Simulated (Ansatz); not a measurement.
Runs of Ansatz 0.2.0 on BaTiO3. The typed cell holds 5 atoms: a = 3.753 Å, b = 4.526 Å, c = 3.794 Å, α = 93.52°, β = 80.30°, γ = 98.03°. 

| task | level | U | cell | target pressure (GPa) | points for each segment of the path | hubbard projectors | double counting | gap on the mesh (eV) | pressure (GPa) | largest force (eV/Å) |
| --- | --- | --- | --- | --- | --- | --- | --- | --- | --- | --- |
| relaxation of cell and atoms | PBE | - | relaxed to 30 GPa from: cell sheared at random, sigma 0.1, atoms nudged by 0.01 Å | 30 | - | - | - | 2.01 | 30.0 | - |
| relaxation of cell and atoms | PBE | - | relaxed to 5 GPa from: cell sheared at random, sigma 0.1, atoms nudged by 0.01 Å | 5 | - | - | - | 2.39 | 5.0 | - |
| band structure | PBE+U | Ti d U = 6 eV | cell sheared at random, sigma 0.1, atoms nudged by 0.01 Å | - | 14 | ortho-atomic (the default) | fll (the default) | 1.36 | (d) | 0.60 |
| band structure | PBE+U | Ti d U = 4 eV | cell sheared at random, sigma 0.1, atoms nudged by 0.01 Å | - | 14 | ortho-atomic (the default) | fll (the default) | (a) | 18.8 | 0.64 |
| band structure | PBE+U | Ti d U = 5 eV | cell sheared at random, sigma 0.1, atoms nudged by 0.01 Å | - | 14 | ortho-atomic (the default) | fll (the default) | 1.21 | (b) | (c) |

Alike in all rows: potentials or basis Ansatz PAW; no spin polarisation; k mesh 7 × 6 × 7; cutoff (eV) 420; smearing fermi-dirac 0.05 eV.

Q: Estimate the missing entries.

A: (a) 1.07; (b) 19.2; (c) 0.61; (d) 19.6.

Caveats: spin-orbit coupling is left out, which moves the levels of the heavy elements; odd divisions of the mesh miss points on the zone boundary, where band edges often lie, so the gap on the mesh can be too wide (some runs); the plane-wave basis is chosen anew once the cell has moved, so the energies of steps on either side of that aren't comparable (some runs).

A k mesh can miss the band edges, and the runs leave out spin-orbit coupling on Ba.
